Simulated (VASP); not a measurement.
# CdTe: relaxed cell and band gap, by functional

CdTe, F-43m (no. 216), 2 atoms in the cell.

| Functional | Volume (Å³/atom) | Change from the starting volume (fraction) | Gap, path and mesh (eV) | Time (s) |
|---|---|---|---|---|
| mu of the optB86b exchange (PARAM1) = 0.08 | 32.85 | -0.002 | 0.76 | 54 |
| mu of the optB86b exchange (PARAM1) = 0.1234 | 34.38 | 0.044 | 0.72 | 86 |
| mu of the optB86b exchange (PARAM1) = 0.16 | 35.64 | 0.083 | 0.68 | 83 |
| mu of the optB86b exchange (PARAM1) = 0.2195 | 37.61 | 0.142 | 0.60 | 115 |

Limits: Spin-orbit coupling is left out, and with elements this heavy it changes the gap.

## Input of the first row

INCAR.step1:
```
SYSTEM = CdTe
  ALGO = Normal
  EDIFF = 1E-7
  EDIFFG = -0.005
  ENCUT = 600
  GGA = MK
  GGA_COMPAT = .FALSE.
  IBRION = 2
  ISIF = 3
  ISMEAR = 0
  LASPH = .TRUE.
  LCHARG = .FALSE.
  LREAL = .FALSE.
  LWAVE = .FALSE.
  NELM = 150
  NSW = 60
  PARAM1 = 0.08
  PARAM2 = 1.0
  PREC = Accurate
  SIGMA = 0.02
```

INCAR.step2, as INCAR.step1 but for:
```
- NSW = 60
+ NSW = 40
```

INCAR.step3, as INCAR.step2 but for:
```
- EDIFFG = -0.005
- IBRION = 2
- ISIF = 3
- NSW = 40
+ ISIF = 2
+ NBANDS = 16
```

KPOINTS:
```
k-points
0
Gamma
  6 6 6
```

KPOINTS_OPT:
```
path GXWKGLUWLK,UX
8
line-mode
reciprocal
 0.0000000000  0.0000000000  0.0000000000  G
 0.5000000000  0.0000000000  0.5000000000  X

 0.5000000000  0.0000000000  0.5000000000  X
 0.5000000000  0.2500000000  0.7500000000  W

 0.5000000000  0.2500000000  0.7500000000  W
 0.3750000000  0.3750000000  0.7500000000  K

 0.3750000000  0.3750000000  0.7500000000  K
 0.0000000000  0.0000000000  0.0000000000  G

 0.0000000000  0.0000000000  0.0000000000  G
 0.5000000000  0.5000000000  0.5000000000  L

 0.5000000000  0.5000000000  0.5000000000  L
 0.6250000000  0.2500000000  0.6250000000  U

 0.6250000000  0.2500000000  0.6250000000  U
 0.5000000000  0.2500000000  0.7500000000  W

 0.5000000000  0.2500000000  0.7500000000  W
 0.5000000000  0.5000000000  0.5000000000  L

 0.5000000000  0.5000000000  0.5000000000  L
 0.3750000000  0.3750000000  0.7500000000  K

 0.6250000000  0.2500000000  0.6250000000  U
 0.5000000000  0.0000000000  0.5000000000  X
```

POSCAR.step1:
```
CdTe
1.0
    0.0000000000      3.2050000000      3.2050000000
    3.2050000000      0.0000000000      3.2050000000
    3.2050000000      3.2050000000      0.0000000000
Te Cd
1 1
Direct
    0.7500000000      0.7500000000      0.7500000000
    0.0000000000      0.0000000000      0.0000000000
```

Commands (each step's output is kept before the next begins):
```
cat potpaw_PBE.64/Te/POTCAR potpaw_PBE.64/Cd/POTCAR > POTCAR
cp INCAR.step1 INCAR
cp POSCAR.step1 POSCAR
mpirun -np 1 vasp_std > vasp.out
cp CONTCAR POSCAR
rm WAVECAR CHG
cp INCAR.step2 INCAR
mpirun -np 1 vasp_std > vasp.out
cp CONTCAR POSCAR
rm WAVECAR CHG
cp INCAR.step3 INCAR
mpirun -np 1 vasp_std > vasp.out
```

Changes of the last row against the first:
```
(all steps)
- PARAM1 = 0.08
+ PARAM1 = 0.2195
```

VASP 6.6.1 took 54 s on 1 core (Intel Xeon 6975P-C (Granite Rapids)), a shared host.
